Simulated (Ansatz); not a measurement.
A surface is cut from this relaxed crystal of Al:

```xyz
1
Lattice="0.0000 -2.0078 -2.0078 2.0078 0.0000 -2.0078 2.0078 -2.0078 0.0000" Properties=species:S:1:pos:R:3 pbc="T T T"
Al    0.0000    0.0000    0.0000
```

Miller indices refer to the conventional cell of Fm-3m (No. 225), a = 4.016 Å, b = 4.016 Å, c = 4.016 Å, α = 90.00°, β = 90.00°, γ = 90.00°.

The (221) slab of 17 planes, 10.7 Å thick with 15 Å of vacuum as cut; outer planes Al (top) and Al (bottom).

Computed with Ansatz 0.2.0, DFT PBEsol, scalar-relativistic, plane waves, PAW. Plane waves to 420 eV, a k mesh through Γ of 12×4×1 on the computed 17-atom cell and Gaussian smearing (0.10 eV); no spin polarisation. The cell repeats along c with a dipole correction in the vacuum.

Results for the relaxed slab:

| Property | Result |
| --- | --- |
| Surface energy (mean of both faces) | 1.13 J/m² |
| Work function | 4.14 eV |

Relaxation lowers the energy by 0.017 J/m² a face; the largest move is 0.132 Å.

```
plane (bottom to top) atoms spacing to next, bulk (Å) relaxed (Å) change (%)
                    1     Al                      0.669        0.605        -9.6
                    2     Al                      0.669        0.624        -6.8
                    3     Al                      0.669        0.642        -4.1
                    4     Al                      0.669        0.757       +13.2
                    5     Al                      0.669        0.643        -3.9
                    6     Al                      0.669        0.664        -0.8
                    7     Al                      0.669        0.658        -1.6
                    8     Al                      0.669        0.671        +0.3
                    9     Al                      0.669        0.671        +0.3
                   10     Al                      0.669        0.658        -1.6
                   11     Al                      0.669        0.664        -0.8
                   12     Al                      0.669        0.643        -3.9
                   13     Al                      0.669        0.757       +13.2
                   14     Al                      0.669        0.642        -4.1
                   15     Al                      0.669        0.624        -6.8
                   16     Al                      0.669        0.605        -9.6
                   17     Al
```